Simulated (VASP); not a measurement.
# TaSi2 (P6_222) in VASP: a series of runs

One crystal, TaSi2, is run at these levels: PBE; tasks: relaxation of cell and atoms, atomic charges, electron localisation function.

Program: VASP 6.6.1. These are calculated values, not measurements. Logs are shortened: lines on timing, memory, paths and dates and some standing lists are left out, and cuts for length are marked.

## Step 1: Starting point

It takes space group P6_222 (No. 180, hexagonal). The conventional cell has a = 4.780 Å, b = 4.780 Å, c = 6.564 Å, α = 90.00°, β = 90.00°, γ = 120.00°. Ta (site symmetry 222) has 10 Si at 2.59 to 2.76 Å as nearest neighbours. Si (site symmetry 2) is surrounded by 5 Si at 2.59 to 2.76 Å and 5 Ta at 2.59 to 2.76 Å.

## Step 2: Relaxation of cell and atoms, PBE

File INCAR:

```
SYSTEM = TaSi2
PREC = Accurate
ENCUT = 600
EDIFF = 1E-6
ISMEAR = -1
SIGMA = 0.05
LREAL = .FALSE.
LASPH = .TRUE.
NELM = 60
ALGO = Fast
ISIF = 3
LWAVE = .FALSE.
LCHARG = .FALSE.
GGA = PE
IBRION = 2
NSW = 40
EDIFFG = -0.01
```

File KPOINTS:

```
regular mesh
0
G
  5 5 3
  0 0 0
```

File POSCAR:

```
TaSi2
1.0
    4.7800000000      0.0000000000      0.0000000000
   -2.3900000000      4.1396014301      0.0000000000
    0.0000000000      0.0000000000      6.5640000000
Ta Si
3 6
Direct
    0.0000000000      0.5000000000      0.1666666667
    0.5000000000      0.5000000000      0.8333333333
    0.5000000000      0.0000000000      0.5000000000
    0.3333000000      0.1666500000      0.1666666667
    0.1666500000      0.8333500000      0.8333333333
    0.8333500000      0.6667000000      0.5000000000
    0.6667000000      0.8333500000      0.1666666667
    0.8333500000      0.1666500000      0.8333333333
    0.1666500000      0.3333000000      0.5000000000
```

Potentials or basis: VASP PAW PBE potentials, release 54 (Ta, Si).

The run is started by

```
> cat potpaw_PBE.54/Ta/POTCAR potpaw_PBE.54/Si/POTCAR > POTCAR
> mpirun -np 1 vasp_std > vasp.out
```

OUTCAR:

```text
SYSTEM = TaSi2
   PREC = Accurate
   ENCUT = 600
   EDIFF = 1E-6
   ISMEAR = -1
   LREAL = .FALSE.
   LASPH = .TRUE.
   NELM = 60
   ISIF = 3
   GGA = PE
   IBRION = 2
   NSW = 40
   EDIFFG = -0.01

 ion  position               nearest neighbor table
   1  0.000  0.500  0.167-   6 2.59   9 2.59   8 2.59   5 2.59   4 2.76   7 2.76   4 2.76   7 2.76
                             7 2.76   4 2.76   3 3.24   3 3.24   2 3.24   2 3.24
   2  0.500  0.500  0.833-   6 2.59   9 2.59   7 2.59   4 2.59   5 2.76   8 2.76   5 2.76   8 2.76
                             8 2.76   5 2.76   3 3.24   3 3.24   1 3.24   1 3.24
   3  0.500  0.000  0.500-   4 2.59   7 2.59   5 2.59   8 2.59   9 2.76   6 2.76   9 2.76   6 2.76
                             9 2.76   6 2.76   2 3.24   1 3.24   2 3.24   1 3.24
   4  0.333  0.167  0.167-   9 2.59   5 2.59   3 2.59   2 2.59   7 2.76   1 2.76   1 2.76   1 2.76
                             7 2.76   7 2.76
   5  0.167  0.833  0.833-   6 2.59   4 2.59   3 2.59   1 2.59   8 2.76   2 2.76   2 2.76   2 2.76
                             8 2.76   8 2.76
   6  0.833  0.667  0.500-   5 2.59   7 2.59   1 2.59   2 2.59   9 2.76   3 2.76   3 2.76   3 2.76
                             9 2.76   9 2.76
   7  0.667  0.833  0.167-   6 2.59   8 2.59   3 2.59   2 2.59   4 2.76   1 2.76   1 2.76   1 2.76
                             4 2.76   4 2.76
   8  0.833  0.167  0.833-   9 2.59   7 2.59   3 2.59   1 2.59   5 2.76   2 2.76   2 2.76   2 2.76
                             5 2.76   5 2.76
   9  0.167  0.333  0.500-   8 2.59   4 2.59   1 2.59   2 2.59   6 2.76   3 2.76   3 2.76   3 2.76
                             6 2.76   6 2.76

  LATTYP: Found a hexagonal cell.
 ALAT       =     4.7800000000
 C/A-ratio  =     1.3732217573

  Lattice vectors:

 A1 = (   4.7800000000,   0.0000000000,   0.0000000000)
 A2 = (  -2.3900000000,   4.1396014301,   0.0000000000)
 A3 = (   0.0000000000,   0.0000000000,   6.5640000000)

Analysis of symmetry for initial positions (statically):
=====================================================================
 Subroutine PRICEL returns:
 Original cell was already a primitive cell.

 Routine SETGRP: Setting up the symmetry group for a
 hexagonal supercell.

 Subroutine GETGRP returns: Found 12 space group operations
 (whereof  4 operations were pure point group operations)
 out of a pool of 24 trial point group operations.

The static configuration has the point symmetry D_2 .
 The point group associated with its full space group is D_6 .

Analysis of symmetry for dynamics (positions and initial velocities):
=====================================================================
 Subroutine PRICEL returns:
 Original cell was already a primitive cell.

 Routine SETGRP: Setting up the symmetry group for a
 hexagonal supercell.

 Subroutine GETGRP returns: Found 12 space group operations
 (whereof  4 operations were pure point group operations)
 out of a pool of 24 trial point group operations.

The dynamic configuration has the point symmetry D_2 .
 The point group associated with its full space group is D_6 .

 Subroutine INISYM returns: Found 12 space group operations
 (whereof  4 operations are pure point group operations),
 and found     1 'primitive' translations

----------------------------------------------------------------------------------------

                                     Primitive cell

  volume of cell :     129.8838

  direct lattice vectors                    reciprocal lattice vectors
     4.780000000  0.000000000  0.000000000     0.209205021  0.120784575  0.000000000
    -2.390000000  4.139601430  0.000000000     0.000000000  0.241569150  0.000000000
     0.000000000  0.000000000  6.564000000     0.000000000  0.000000000  0.152346130

  length of vectors
     4.780000000  4.780000000  6.564000000     0.241569150  0.241569150  0.152346130

  position of ions in fractional coordinates (direct lattice)
     0.000000000  0.500000000  0.166666667
     0.500000000  0.500000000  0.833333333
     0.500000000  0.000000000  0.500000000
     0.333300000  0.166650000  0.166666667
     0.166650000  0.833350000  0.833333333
     0.833350000  0.666700000  0.500000000
     0.666700000  0.833350000  0.166666667
     0.833350000  0.166650000  0.833333333
     0.166650000  0.333300000  0.500000000

  ion indices of the primitive-cell ions
   primitive index   ion index
                 1           1
                 2           2
                 3           3
                 4           4
                 5           5
                 6           6
                 7           7
                 8           8
                 9           9

----------------------------------------------------------------------------------------

 KPOINTS: regular mesh

Automatic generation of k-mesh.
 Grid dimensions read from file:
 generate k-points for:    5    5    3

 Generating k-lattice:

  Cartesian coordinates                     Fractional coordinates (reciprocal lattice)
     0.041841004  0.024156915  0.000000000     0.200000000  0.000000000  0.000000000
     0.000000000  0.048313830  0.000000000     0.000000000  0.200000000  0.000000000
     0.000000000  0.000000000  0.050782043     0.000000000  0.000000000  0.333333333

  Length of vectors
     0.048313830  0.048313830  0.050782043

  Shift w.r.t. Gamma in fractional coordinates (k-lattice)
     0.000000000  0.000000000  0.000000000

 Subroutine IBZKPT returns following result:
 ===========================================

 Found     10 irreducible k-points:

 Following reciprocal coordinates:
            Coordinates               Weight
  0.000000  0.000000  0.000000      1.000000
  0.200000  0.000000  0.000000      6.000000
  0.400000 -0.000000  0.000000      6.000000
  0.200000  0.200000  0.000000      6.000000
  0.400000  0.200000  0.000000      6.000000
  0.000000  0.000000  0.333333      2.000000
  0.200000  0.000000  0.333333     12.000000
  0.400000 -0.000000  0.333333     12.000000
  0.200000  0.200000  0.333333     12.000000
  0.400000  0.200000  0.333333     12.000000
   k-points           NKPTS =     10   k-points in BZ     NKDIM =     10   number of bands    NBANDS=     24
   number of dos      NEDOS =    301   number of ions     NIONS =      9
   total plane-waves  NPLWV =  86400
   dimension x,y,z NGX =    40 NGY =   40 NGZ =   54
   dimension x,y,z NGXF=    80 NGYF=   80 NGZF=  108
   ions per type =               3   6
   NGX,Y,Z   is equivalent  to a cutoff of  13.91, 13.91, 13.68 a.u.
   NGXF,Y,Z  is equivalent  to a cutoff of  27.82, 27.82, 27.35 a.u.
 SYSTEM =  TaSi2
   PREC   = accura    normal or accurate (medium, high low for compatibility)
   ISTART =      0    job   : 0-new  1-cont  2-samecut
   ICHARG =      2    charge: 1-file 2-atom 10-const
   ISPIN  =      1    spin polarized calculation?
   LNONCOLLINEAR =      F non collinear calculations
   LSORBIT =      F    spin-orbit coupling
   LASPH  =      T    aspherical Exc in radial PAW
   ENCUT  =  600.0 eV  44.10 Ry    6.64 a.u.   9.55  9.55 13.11*2*pi/ulx,y,z
   NELM   =     60;   NELMIN=  2; NELMDL= -5     # of ELM steps
   EDIFF  = 0.1E-05   stopping-criterion for ELM
   LREAL  =      F    real-space projection
   EDIFFG = -.1E-01   stopping-criterion for IOM
   NSW    =     40    number of steps for IOM
   IBRION =      2    ionic relax: 0-MD 1-quasi-New 2-CG
   NFREE  =      1    steps in history (QN), initial steepest desc. (CG)
   ISIF   =      3    stress and relaxation
   ISYM   =      2    0-nonsym 1-usesym 2-fastsym
   POTIM  = 0.5000    time-step for ionic-motion
   TEBEG  =    0.0;   TEEND  =   0.0 temperature during run
   PSTRESS=    0.0 pullay stress
   NELECT =      39.0000    total number of electrons
   NUPDOWN=      -1.0000    fix difference up-down
   EMIN   =  10.00;   EMAX   =-10.00  energy-range for DOS
   EFERMI =   0.00;   METHOD = LEGACY
   ISMEAR =    -1;   SIGMA  =   0.05  broadening in eV -4-tet -1-fermi 0-gaus
   EFERMI_NEDOS =   21; number of points for ismear=-14 and -15
   IALGO  =     68    algorithm
   IMIX   =      4    mixing-type and parameters
     AMIX     =   0.40;   BMIX     =  1.00
     AMIX_MAG =   1.60;   BMIX_MAG =  1.00
  volume/ion in A,a.u.               =      14.43        97.39
  Fermi-wavevector in a.u.,A,eV,Ry     =   1.096254  2.071621 16.351125  1.201774
  Thomas-Fermi vector in A             =   2.232593
   LORBIT       =      0    0 simple, 1 ext, 2 COOP (PROOUT), +10 PAW based schemes
   GGA     = PE    functional components
   LHFCALC =     F    Hartree Fock is set to
   AEXX    =    0.0000 exact exchange contribution
   IVDW    =     0    specifies the selected vdW correction
   LEPSILON=     F    determine dielectric tensor
   LRPA    =     F    only Hartree local field effects (RPA)
 conjugate gradient relaxation of ions
 non-spin polarized calculation
 RMM-DIIS sequential band-by-band and
  energy-cutoff  :      600.00
  volume of cell :      129.88
 maximum number of plane-waves:      4382
 NGX is ok and might be reduce to    40
   NGX = 19   NGY = 19   NGZ = 27

--------------------------------------- Ionic step        1  -------------------------------------------

 number of electron      39.0000000 magnetization

 Free energy of the ion-electron system (eV)
  ---------------------------------------------------
  ext. energy  EPLUGINS =         0.00000000
  ---------------------------------------------------
  free energy    TOTEN  =       -72.18046542 eV

  energy without entropy =      -72.13662232  energy(sigma->0) =      -72.15854387

------------------------ aborting loop because EDIFF is reached ----------------------------------------

  FORCE on cell =-STRESS in cart. coord.  units (eV):
  Direction    XX          YY          ZZ          XY          YZ          ZX
  --------------------------------------------------------------------------------------
  -------------------------------------------------------------------------------------
  Total        2.3251769      2.3251769      4.1366523     -0.0000000      0.0000000      0.0000000
  in kB       28.6821427     28.6821427     51.0275368     -0.0000000      0.0000000      0.0000000
  external PRESSURE =      36.1306074 kB  Pullay stress =       0.0000000 kB
[... 243 lines left out ...]
  energy  without entropy=      -72.3357426329  energy(sigma->0) =      -72.34873387

--------------------------------------- Ionic step        7  -------------------------------------------

 number of electron      38.9999999 magnetization

 Free energy of the ion-electron system (eV)
  ---------------------------------------------------
  ext. energy  EPLUGINS =         0.00000000
  ---------------------------------------------------
  free energy    TOTEN  =       -72.36185235 eV

  energy without entropy =      -72.33509262  energy(sigma->0) =      -72.34847249

 E-fermi :   9.3330     XC(G=0): -11.9290

 val. band max:        9.2900445394   @ k =   0.4000   0.2000   0.3333
 cond. band min:       9.4353963032   @ k =   0.2000   0.0000   0.3333
 fundamental gap:      0.1453517638
 Fermi energy:         9.3330409375

 k-point     1 :       0.0000    0.0000    0.0000
  band No.  band energies     occupation
      1      -3.9637      2.00000
      2      -0.6714      2.00000
      3      -0.6714      2.00000
      4       2.8531      2.00000
      5       3.3300      2.00000
      6       3.3300      2.00000
[... 295 lines left out ...]
  FREE ENERGIE OF THE ION-ELECTRON SYSTEM (eV)
  ---------------------------------------------------
  free  energy   TOTEN  =       -72.3618523521 eV

  energy  without entropy=      -72.3350926214  energy(sigma->0) =      -72.34847249

 reached required accuracy - stopping structural energy minimisation
```

Wall time 3.5 min (1 thread of AMD EPYC 7R43 (Zen 3), shared host); peak memory 0.26 GiB.

Results:

| Item | Value |
| --- | --- |
| Free energy | -72.3619 eV |
| Relaxed volume | 14.66 Å³/atom |
| Relaxed cell | a = 4.812 Å, b = 4.812 Å, c = 6.579 Å, α = 90.00°, β = 90.00°, γ = 120.00° |
| Space group after relaxing (to 0.05 Å) | P6_222 (No. 180) |
| Energy gained by relaxing | 20.2 meV/atom |
| Ionic steps | 7 |
| Pressure after relaxing | 0.1 GPa |
| Band gap on the k mesh | none (metal or under the smearing width) |

The path:
| step | energy change (eV) | largest force (eV/Å) | pressure (GPa) | volume (Å³) |
| --- | --- | --- | --- | --- |
| 1 | 0.0000 | 0.7998 | 3.61 | 129.88 |
| 2 | -0.0685 | 0.2576 | -5.70 | 136.09 |
| 3 | -0.1035 | 0.4501 | -2.51 | 133.76 |
| 4 | -0.1757 | 0.0613 | -0.21 | 131.99 |
| 5 | -0.1771 | 0.0052 | 0.20 | 131.72 |
| 6 | -0.1813 | 0.0002 | 0.14 | 131.93 |
| 7 | -0.1814 | 0.0002 | 0.10 | 131.90 |

Final structure:
```
CELL_PARAMETERS angstrom
4.81154 0.00000 0.00000
-2.40577 4.16692 0.00000
0.00000 0.00000 6.57868
ATOMIC_POSITIONS crystal
Ta 0.00000 0.50000 0.16667
Ta 0.50000 0.50000 0.83333
Ta 0.50000 0.00000 0.50000
Si 0.31734 0.15867 0.16667
Si 0.15867 0.84133 0.83333
Si 0.84133 0.68266 0.50000
Si 0.68266 0.84133 0.16667
Si 0.84133 0.15867 0.83333
Si 0.15867 0.31734 0.50000
```

The run has no spin-orbit coupling, so splittings on Ta are missing. Zero-point motion and thermal expansion aren't in these numbers.

## Step 3: Relaxation of cell and atoms, PBE

Changes to INCAR since step 2:

```diff
@@ -6,3 +6,3 @@
 SIGMA = 0.05
-LREAL = .FALSE.
+LREAL = Auto
 LASPH = .TRUE.
@@ -17 +17,2 @@
 EDIFFG = -0.01
+BMIX = 2.0
```

KPOINTS is that of step 2.

POSCAR is that of step 2.

Potentials or basis: VASP PAW PBE potentials, release 64 (Ta_pv, Si).

The run is started by

```
> cat potpaw_PBE.64/Ta_pv/POTCAR potpaw_PBE.64/Si/POTCAR > POTCAR
> mpirun -np 1 vasp_std > vasp.out
```

Wall time 6.3 min (1 thread of AMD EPYC 7R43 (Zen 3), shared host); peak memory 0.28 GiB.

Results (log left out):

```yaml
Free_energy: -72.2303 eV
Relaxed_volume: 14.67 Å³/atom
Relaxed_cell: a = 4.814 Å, b = 4.814 Å, c = 6.579 Å, α = 90.00°, β = 90.00°, γ = 120.00°
Space_group_after_relaxing_to_0.05_Å: P6_222 (No. 180)
Energy_gained_by_relaxing: 20.4 meV/atom
Ionic_steps: 7
Pressure_after_relaxing: 0.1 GPa
Largest_force_after_relaxing: 0.007 eV/Å
Band_gap_on_the_k_mesh: none (metal or under the smearing width)
```

Forces on the atoms (eV/Å):
```
Ta   0.000  0.000  0.000
Ta   0.000  0.000  0.000
Ta   0.000  0.000  0.000
Si  -0.006 -0.004  0.000
Si  -0.006  0.004  0.000
Si   0.000  0.007  0.000
Si   0.006  0.004  0.000
Si   0.006 -0.004  0.000
Si   0.000 -0.007  0.000
```

The path:
```tsv
step	energy change (eV)	largest force (eV/Å)	pressure (GPa)	volume (Å³)
1	0.0000	0.7965	3.69	129.88
2	-0.0728	0.2635	-5.51	136.23
3	-0.1061	0.4473	-2.42	133.90
4	-0.1779	0.0692	-0.28	132.21
5	-0.1799	0.0029	0.14	131.91
6	-0.1832	0.0100	0.08	132.08
7	-0.1832	0.0074	0.08	132.05
```

Final structure:
```cif
data_structure
_symmetry_space_group_name_H-M 'P 1'
_symmetry_Int_Tables_number 1
_cell_length_a 4.8143
_cell_length_b 4.8143
_cell_length_c 6.5790
_cell_angle_alpha 90.000
_cell_angle_beta 90.000
_cell_angle_gamma 120.000
_cell_volume 132.05
loop_
_atom_site_label
_atom_site_type_symbol
_atom_site_fract_x
_atom_site_fract_y
_atom_site_fract_z
_atom_site_occupancy
Ta1 Ta 0.00000 0.50000 0.16667 1
Ta2 Ta 0.50000 0.50000 0.83333 1
Ta3 Ta 0.50000 0.00000 0.50000 1
Si1 Si 0.31747 0.15873 0.16667 1
Si2 Si 0.15873 0.84127 0.83333 1
Si3 Si 0.84127 0.68253 0.50000 1
Si4 Si 0.68253 0.84127 0.16667 1
Si5 Si 0.84127 0.15873 0.83333 1
Si6 Si 0.15873 0.31747 0.50000 1
```

Levels at points of the mesh, in eV from the Fermi level:
```
           k point  band 26  band 27  band 28  band 29  band 30  band 31  band 32  band 33
(0.00, 0.00, 0.00)    -2.44    -2.16    -2.16    -1.49     0.75     2.92     2.92     3.37
```

## Step 4: Atomic charges, PBE

File INCAR:

```
PREC = Accurate ; ENCUT = 520
EDIFF = 1E-6 ; ISMEAR = 0
SIGMA = 0.02 ; LREAL = False
LASPH = True ; NELM = 80
ALGO = Normal ; ISIF = 2
LWAVE = False ; LCHARG = False
GGA = PE ; LORBIT = 10
```

File KPOINTS:

```
regular mesh
0
Gamma
  5 5 3
```

POSCAR is that of step 3.

The run is started by

```
> cat potpaw_PBE.64/Ta_pv/POTCAR potpaw_PBE.64/Si/POTCAR > POTCAR
> mpirun -np 1 vasp_std > vasp.out
```

Wall time 89 s (1 thread of AMD EPYC 7R43 (Zen 3), shared host); peak memory 0.2 GiB.

Results (log left out):

```
Free energy                                           : -72.0184 eV
Pressure                                              : 3.6 GPa
Largest force                                         : 0.794 eV/Å
Band gap on the k mesh                                : none (metal or under the smearing width)
Valence electrons inside the program's atomic spheres : Ta 9.03; Si 1.64
```

Forces on the atoms (eV/Å):
```
Ta   0.000  0.000  0.000
Ta   0.000  0.000  0.000
Ta   0.000  0.000  0.000
Si  -0.688 -0.397  0.000
Si  -0.688  0.397  0.000
Si   0.000  0.794  0.000
Si   0.688  0.397  0.000
Si   0.688 -0.397  0.000
Si   0.000 -0.794  0.000
```

Stress tensor (GPa, compression positive):
```
2.59 0.00 0.00
0.00 2.59 0.00
0.00 0.00 5.74
```

Levels at points of the mesh, in eV from the Fermi level:
```tsv
k point	band 25	band 26	band 27	band 28	band 29	band 30	band 31	band 32	band 33	band 34
(0.00, 0.00, 0.00)	-2.50	-2.26	-2.26	-2.24	-1.79	0.57	3.14	3.14	3.45	3.53
```

Caveat: the cell's inner coordinates are idealised or old, which leaves forces on the atoms.

(Continued in part 2 of 2.)
